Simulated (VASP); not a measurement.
# H (I4/mmm) in VASP: a series of runs, part 2 of 2

VASP 6.6.1. Earlier steps stand in the parts before.

## Step 4: Single point, PBE

Contents of INCAR:

```
SYSTEM = H
  PREC = Accurate
  ENCUT = 550
  EDIFF = 1E-6
  ISMEAR = 0
  SIGMA = 0.05
  LREAL = .FALSE.
  LASPH = .TRUE.
  NELM = 100
  ALGO = Normal
  ISIF = 2
  LWAVE = .FALSE.
  LCHARG = .FALSE.
  GGA = PE
  ADDGRID = .FALSE.
```

Contents of KPOINTS:

```
Automatic mesh
0
G
  5 5 5
  0 0 0
```

Contents of POSCAR:

```
H
1.0
   -1.6915344700      1.6915344700      2.0584739900
    1.6915344700     -1.6915344700      2.0584739900
    1.6915344700      1.6915344700     -2.0584739900
H
2
Direct
    0.0901377100      0.0901377100      0.0000000000
    0.9098622900      0.9098622900      0.0000000000
```

Potentials or basis: VASP PAW PBE potentials, release 64 (H).

Started as:

```sh
$ cat potpaw_PBE.64/H/POTCAR > POTCAR
$ mpirun -np 1 vasp_std > vasp.out
```

OUTCAR:

```text
SYSTEM = H
   PREC = Accurate
   ENCUT = 550
   EDIFF = 1E-6
   ISMEAR = 0
   LREAL = .FALSE.
   LASPH = .TRUE.
   NELM = 100
   ISIF = 2
   GGA = PE

 Found     18 irreducible k-points:

 Following reciprocal coordinates:
            Coordinates               Weight
  0.000000  0.000000  0.000000      1.000000
  0.200000 -0.000000  0.000000      8.000000
  0.400000 -0.000000  0.000000      8.000000
  0.200000  0.200000  0.000000      8.000000
  0.400000  0.200000  0.000000     16.000000
 -0.400000  0.200000 -0.000000     16.000000
   k-points           NKPTS =     18   k-points in BZ     NKDIM =     18   number of bands    NBANDS=      5
   number of dos      NEDOS =    301   number of ions     NIONS =      2
   total plane-waves  NPLWV =  13824
   dimension x,y,z NGX =    24 NGY =   24 NGZ =   24
   dimension x,y,z NGXF=    48 NGYF=   48 NGZF=   48
   ions per type =               2
   NGX,Y,Z   is equivalent  to a cutoff of  12.64, 12.64, 12.64 a.u.
   NGXF,Y,Z  is equivalent  to a cutoff of  25.29, 25.29, 25.29 a.u.
 SYSTEM =  H
   PREC   = accura    normal or accurate (medium, high low for compatibility)
   ISTART =      0    job   : 0-new  1-cont  2-samecut
   ICHARG =      2    charge: 1-file 2-atom 10-const
   ISPIN  =      1    spin polarized calculation?
   LNONCOLLINEAR =      F non collinear calculations
   LSORBIT =      F    spin-orbit coupling
   LASPH  =      T    aspherical Exc in radial PAW
   ENCUT  =  550.0 eV  40.42 Ry    6.36 a.u.   6.03  6.03  6.03*2*pi/ulx,y,z
   NELM   =    100;   NELMIN=  2; NELMDL= -5     # of ELM steps
   EDIFF  = 0.1E-05   stopping-criterion for ELM
   LREAL  =      F    real-space projection
   EDIFFG = 0.1E-04   stopping-criterion for IOM
   NSW    =      0    number of steps for IOM
   IBRION =     -1    ionic relax: 0-MD 1-quasi-New 2-CG
   NFREE  =      0    steps in history (QN), initial steepest desc. (CG)
   ISIF   =      2    stress and relaxation
   ISYM   =      2    0-nonsym 1-usesym 2-fastsym
   POTIM  = 0.5000    time-step for ionic-motion
   TEBEG  =    0.0;   TEEND  =   0.0 temperature during run
   PSTRESS=    0.0 pullay stress
   NELECT =       2.0000    total number of electrons
   NUPDOWN=      -1.0000    fix difference up-down
   EMIN   =  10.00;   EMAX   =-10.00  energy-range for DOS
   EFERMI =   0.00;   METHOD = LEGACY
   ISMEAR =     0;   SIGMA  =   0.05  broadening in eV -4-tet -1-fermi 0-gaus
   EFERMI_NEDOS =   21; number of points for ismear=-14 and -15
   IALGO  =     38    algorithm
   IMIX   =      4    mixing-type and parameters
     AMIX     =   0.40;   BMIX     =  1.00
     AMIX_MAG =   1.60;   BMIX_MAG =  1.00
  volume/ion in A,a.u.               =      11.78        79.49
  Fermi-wavevector in a.u.,A,eV,Ry     =   0.719497  1.359653  7.043413  0.517676
  Thomas-Fermi vector in A             =   1.808708
   LORBIT       =      0    0 simple, 1 ext, 2 COOP (PROOUT), +10 PAW based schemes
   GGA     = PE    functional components
   LHFCALC =     F    Hartree Fock is set to
   AEXX    =    0.0000 exact exchange contribution
   IVDW    =     0    specifies the selected vdW correction
   LEPSILON=     F    determine dielectric tensor
   LRPA    =     F    only Hartree local field effects (RPA)
 non-spin polarized calculation
 Gauss-broadening in eV      SIGMA  =   0.05
  energy-cutoff  :      550.00
  volume of cell :       23.56
 maximum number of plane-waves:       716
   NGX = 11   NGY = 11   NGZ = 11

 number of electron       2.0000000 magnetization

 Free energy of the ion-electron system (eV)
  ---------------------------------------------------
  ext. energy  EPLUGINS =         0.00000000
  ---------------------------------------------------
  free energy    TOTEN  =        -6.78203358 eV

  energy without entropy =       -6.78203358  energy(sigma->0) =       -6.78203358

 E-fermi :  -8.0130     XC(G=0):  -5.3456

 val. band max:       -8.2835252763   @ k =  -0.4000   0.4000   0.4000
 cond. band min:       1.1943923789   @ k =   0.4000  -0.0000   0.0000
 fundamental gap:      9.4779176552
 Fermi energy:        -8.0130499781

 k-point     1 :       0.0000    0.0000    0.0000
  band No.  band energies     occupation
      1     -10.5230      2.00000
      2       5.4431      0.00000
      3       8.9325      0.00000
      4      15.3802      0.00000
      5      15.3802      0.00000

 k-point     2 :       0.2000   -0.0000    0.0000
  band No.  band energies     occupation
      1     -10.0652      2.00000
      2       3.6358      0.00000
      3       9.4594      0.00000
      4      12.2880      0.00000
      5      13.5481      0.00000

 k-point     3 :       0.4000   -0.0000    0.0000
  band No.  band energies     occupation
      1      -9.1526      2.00000
      2       1.1944      0.00000
      3       9.0016      0.00000
      4      10.7005      0.00000
      5      12.3113      0.00000

 k-point     4 :       0.2000    0.2000    0.0000
  band No.  band energies     occupation
      1      -9.3964      2.00000
      2       2.0559      0.00000
      3       7.9922      0.00000
      4      10.5213      0.00000
      5      13.4615      0.00000

 k-point     5 :       0.4000    0.2000    0.0000
  band No.  band energies     occupation
      1      -8.8059      2.00000
      2       1.4071      0.00000
      3       5.9105      0.00000
      4       9.8279      0.00000
      5      12.3125      0.00000

 k-point     6 :      -0.4000    0.2000   -0.0000
  band No.  band energies     occupation
      1      -9.2573      2.00000
      2       2.5802      0.00000
      3       6.6017      0.00000
      4      10.0614      0.00000
      5      11.7013      0.00000

 [... further k-points ...]

------------------------ aborting loop because EDIFF is reached ----------------------------------------

  FORCE on cell =-STRESS in cart. coord.  units (eV):
  Direction    XX          YY          ZZ          XY          YZ          ZX
  --------------------------------------------------------------------------------------
  -------------------------------------------------------------------------------------
  Total        0.0373374      0.0373374      0.2321959      0.0000000      0.0000000      0.0000000
  in kB        2.5391429      2.5391429     15.7905801      0.0000000      0.0000000      0.0000000
  external PRESSURE =       6.9562886 kB  Pullay stress =       0.0000000 kB

 VOLUME and BASIS-vectors are now :
 -----------------------------------------------------------------------------
  energy-cutoff  :      550.00
  volume of cell :       23.56
      direct lattice vectors                 reciprocal lattice vectors
    -1.691534470  1.691534470  2.058473990     0.000000000  0.295589602  0.242898381
     1.691534470 -1.691534470  2.058473990     0.295589602  0.000000000  0.242898381
     1.691534470  1.691534470 -2.058473990     0.295589602  0.295589602  0.000000000

 POSITION                                       TOTAL-FORCE (eV/Angst)
 -----------------------------------------------------------------------------------
      0.00000      0.00000      0.37109         0.000000      0.000000      0.260332
      0.00000      0.00000      3.74586        -0.000000     -0.000000     -0.260332
 -----------------------------------------------------------------------------------
    total drift:                               -0.000000      0.000000     -0.000000

  FREE ENERGIE OF THE ION-ELECTRON SYSTEM (eV)
  ---------------------------------------------------
  free  energy   TOTEN  =        -6.7820335827 eV

  energy  without entropy=       -6.7820335827  energy(sigma->0) =       -6.78203358
```

stdout:

```text
POSCAR found type information on POSCAR H
 POSCAR found :  1 types and       2 ions
 scaLAPACK will be used
 LDA part: xc-table for (Slater+PW92), standard interpolation
 POSCAR, INCAR and KPOINTS ok, starting setup
 FFT: planning ... GRIDC
 FFT: planning ... GRID_SOFT
 FFT: planning ... GRID
 WAVECAR not read
 entering main loop
```

Wall time 1.8 s (1 thread of Intel Xeon Platinum 8488C (Sapphire Rapids), shared host); peak memory 0.12 GiB.

The run converged, but some of its settings lie outside the range that counts as converged, so its numbers aren't taken as properties of the crystal.

Results:

```yaml
Free_energy: -6.7820 eV
Pressure: 0.7 GPa
Largest_force: 0.260 eV/Å
Band_gap_on_the_k_mesh: 9.48 eV, indirect (least direct gap 10.16 eV)
```

Caveat: the k mesh is coarse (spacing up to 0.53 Å⁻¹), so the values aren't converged; an odd mesh through Γ misses points on the zone boundary, where band edges often lie.

## Step 5: Single point, PBE

INCAR is that of step 4.

KPOINTS is that of step 4.

Contents of POSCAR:

```
H
1.0
   -1.6915344700      1.6915344700      2.0584739900
    1.6915344700     -1.6915344700      2.0584739900
    1.6915344700      1.6915344700     -2.0584739900
H
2
Direct
    0.0961830000      0.0949540000      0.0224580000
    0.9170920000      0.8909110000      0.0100700000
```

Started as:

```sh
$ cat potpaw_PBE.64/H/POTCAR > POTCAR
$ mpirun -np 1 vasp_std > vasp.out
```

It took 3 s on 1 thread of Intel Xeon Platinum 8488C (Sapphire Rapids), shared host; peak memory 0.12 GiB.

These settings aren't checked as converged: the numbers below hold their error.

What came out:

- Free energy: -6.7783 eV
- Pressure: -0.7 GPa
- Largest force: 0.541 eV/Å
- Band gap on the k mesh: 9.07 eV, indirect (least direct gap 9.77 eV)

Caveat: the k mesh is coarse (spacing up to 0.53 Å⁻¹), so the values aren't converged; an odd mesh through Γ misses points on the zone boundary, where band edges often lie.

## Step 6: Single point, PBE

Changes to INCAR since step 5:

```diff
@@ -2,3 +2,3 @@
   PREC = Accurate
-  ENCUT = 550
+  ENCUT = 300
   EDIFF = 1E-6
```

Contents of KPOINTS:

```
Automatic mesh
0
G
  7 7 7
  0 0 0
```

Contents of POSCAR:

```
H
1.0
   -1.6915344700      1.6915344700      2.0584739900
    1.6915344700     -1.6915344700      2.0584739900
    1.6915344700      1.6915344700     -2.0584739900
H
2
Direct
    0.0901377100      0.0901377100      0.0000000000
    0.9098622900      0.9098622900      0.0000000000
```

Potentials or basis: VASP PAW PBE potentials, release 64 (H).

Started as:

```sh
$ cat potpaw_PBE.64/H/POTCAR > POTCAR
$ mpirun -np 1 vasp_std > vasp.out
```

OUTCAR:

```text
SYSTEM = H
   PREC = Accurate
   ENCUT = 300
   EDIFF = 1E-6
   ISMEAR = 0
   LREAL = .FALSE.
   LASPH = .TRUE.
   NELM = 100
   ISIF = 2
   GGA = PE

 Found     40 irreducible k-points:

 Following reciprocal coordinates:
            Coordinates               Weight
  0.000000  0.000000  0.000000      1.000000
  0.142857  0.000000  0.000000      8.000000
  0.285714 -0.000000  0.000000      8.000000
  0.428571  0.000000 -0.000000      8.000000
  0.142857  0.142857  0.000000      8.000000
[... 125 lines left out ...]

------------------------ aborting loop because EDIFF is reached ----------------------------------------

  FORCE on cell =-STRESS in cart. coord.  units (eV):
  Direction    XX          YY          ZZ          XY          YZ          ZX
  --------------------------------------------------------------------------------------
  -------------------------------------------------------------------------------------
  Total       -0.2877259     -0.2877259     -0.0835103      0.0000000     -0.0000000      0.0000000
  in kB      -19.5669169    -19.5669169     -5.6791550      0.0000000     -0.0000000      0.0000000
  external PRESSURE =     -14.9376630 kB  Pullay stress =       0.0000000 kB

 VOLUME and BASIS-vectors are now :
 -----------------------------------------------------------------------------
  energy-cutoff  :      300.00
  volume of cell :       23.56
      direct lattice vectors                 reciprocal lattice vectors
    -1.691534470  1.691534470  2.058473990     0.000000000  0.295589602  0.242898381
     1.691534470 -1.691534470  2.058473990     0.295589602  0.000000000  0.242898381
     1.691534470  1.691534470 -2.058473990     0.295589602  0.295589602  0.000000000

 POSITION                                       TOTAL-FORCE (eV/Angst)
 -----------------------------------------------------------------------------------
      0.00000      0.00000      0.37109         0.000000      0.000000      0.280653
      0.00000      0.00000      3.74586        -0.000000     -0.000000     -0.280653
 -----------------------------------------------------------------------------------
    total drift:                               -0.000000      0.000000      0.000000

  FREE ENERGIE OF THE ION-ELECTRON SYSTEM (eV)
  ---------------------------------------------------
  free  energy   TOTEN  =        -6.7353468519 eV

  energy  without entropy=       -6.7353468519  energy(sigma->0) =       -6.73534685
```

It took 1.9 s on 1 thread of Intel Xeon Platinum 8488C (Sapphire Rapids), shared host; peak memory 0.1 GiB.

The run converged, but some of its settings lie outside the range that counts as converged, so its numbers aren't taken as properties of the crystal.

What came out:

```
Free energy            : -6.7353 eV
Pressure               : -1.5 GPa
Largest force          : 0.281 eV/Å
Band gap on the k mesh : 9.17 eV, indirect (least direct gap 9.95 eV)
```

Caveat: the cutoff is under 1.25 times the usual one of these potentials, so pressure, stress and relaxed cells hold a basis-set (Pulay) error; an odd mesh through Γ misses points on the zone boundary, where band edges often lie.

## Step 7: For comparison

An earlier run on the cell as given: functional PBE; potentials or basis VASP PAW PBE potentials, release 64 (H); cutoff 520 eV; k mesh 11 × 11 × 11; occupations fermi-dirac, width 0.05 eV; no spin polarisation.

* Pressure: 0.6 GPa
* Largest force: 0.264 eV/Å
* Band gap on the k mesh: 9.05 eV, indirect (least direct gap 9.84 eV)
